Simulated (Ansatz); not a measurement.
CdS in the NiAs structure was relaxed with r2SCAN, strained in 2 ways (changes of length per length), its atoms relaxed again with r2SCAN, and run with r2SCAN in the PAW code Ansatz. The cell comes from a prototype generator: it can be a known phase or a hypothetical one. Spin polarisation is off.

Uniaxial +2.55 % along x, other directions held. Input:
```yaml
crystal:
  lattice:
    - [3.9389881591, 0.0, 0.0]
    - [-1.9694940795, 3.3264396011, 0.0]
    - [0.0, 0.0, 6.4452705721]
  atoms:
    - { symbol: Cd, position: [0.0, 0.0, 0.0] }
    - { symbol: Cd, position: [0.0, 0.0, 0.5] }
    - { symbol: S, position: [0.3322526465, 0.664505293, 0.25] }
    - { symbol: S, position: [0.6677473535, 0.335494707, 0.75] }
kpoints:
  mp_grid: { grid: [12, 12, 4] }
  band_path:
    path:
      - [0.0, 0.0, 0.0]
      - [0.5, 0.0, 0.0]
      - [0.3333333333, 0.3333333333, 0.0]
      - [0.0, 0.0, 0.5]
      - [0.5, 0.0, 0.5]
      - [0.3333333333, 0.3333333333, 0.5]
    npoints: 1
hamiltonian:
  xc: r2scan
scf:
  occupations: { method: fixed }
  n_extra_bands: 5
output:
  forces: true
  stress: true
  eigenvalues: true
```

Main results, then levels in eV from the Fermi energy at the points of the path (names of the unstrained zone, bands numbered from 0):
```
Crystal: 4 atoms, lattice volume = 84.451 Å³
Basis set: ecut = 500 eV, 2125 PW (Γ)
Symmetry: 8 space group operations
Space group: Cmcm (ITA 63)
k-points: 129 of 576
Free energy (F): -18350.694238 eV
Fermi energy:    9.006181 eV
--- Stress (GPa, compression-positive) ---
       -2.589783       0.000000       0.000000
        0.000000      -1.676249       0.000000
        0.000000       0.000000      -1.252663
  P = ⅓ Tr σ = -1.8396 GPa (-18.396 kbar)
```
```tsv
point	band_23	band_24	band_25	band_26	band_27	band_28
Γ	-0.763	-0.096	0.000	1.129	3.889	7.006
M	-2.014	-1.444	-0.026	2.987	4.170	4.405
K	-2.214	-1.919	-1.877	1.499	5.691	7.407
A	-0.426	-0.352	-0.352	3.489	3.489	7.256
L	-1.305	-1.110	-1.110	2.560	2.560	6.390
H	-3.306	-0.342	-0.342	4.035	4.035	4.980
```

The r2SCAN gap is direct at Γ: 1.13 eV. The mean pressure at these positions is -1.84 GPa, compression counted positive.

Q: Biaxial -4.88 % in x and y, z held gives these blocks instead:
```yaml
crystal:
  lattice:
    - [3.6535987683, 0.0, 0.0]
    - [-1.8267993842, 3.1641093486, 0.0]
    - [0.0, 0.0, 6.4452705721]
  atoms:
    - { symbol: Cd, position: [0.0, 0.0, 0.0] }
    - { symbol: Cd, position: [0.0, 0.0, 0.5] }
    - { symbol: S, position: [0.3333333333, 0.6666666667, 0.25] }
    - { symbol: S, position: [0.6666666667, 0.3333333333, 0.75] }
```
What comes out?

A:
```
Crystal: 4 atoms, lattice volume = 74.510 Å³
Basis set: ecut = 500 eV, 1943 PW (Γ)
Symmetry: 24 space group operations
Space group: P63/mmc (ITA 194)
k-points: 57 of 576
Free energy (F): -18350.464197 eV
Fermi energy:    11.314473 eV
--- Stress (GPa, compression-positive) ---
       11.051412       0.000000       0.000000
        0.000000      11.051412       0.000000
        0.000000       0.000000       7.310152
  P = ⅓ Tr σ = 9.8043 GPa (98.043 kbar)
```
```tsv
point	band_23	band_24	band_25	band_26	band_27	band_28
Γ	-0.983	0.000	0.000	1.591	4.211	7.377
M	-2.469	-1.821	-0.170	2.859	4.164	4.391
K	-2.747	-2.484	-2.484	1.158	6.612	7.089
A	-0.468	-0.468	-0.468	4.140	4.140	7.075
L	-1.777	-1.444	-1.444	2.262	2.262	6.028
H	-4.035	-0.703	-0.703	3.959	3.959	4.432
```
The r2SCAN gap is indirect, 1.16 eV (Γ to K), below the direct gap of 1.59 eV at Γ. The mean pressure at these positions is +9.80 GPa, compression counted positive.

The runs are scalar-relativistic, without spin-orbit coupling.
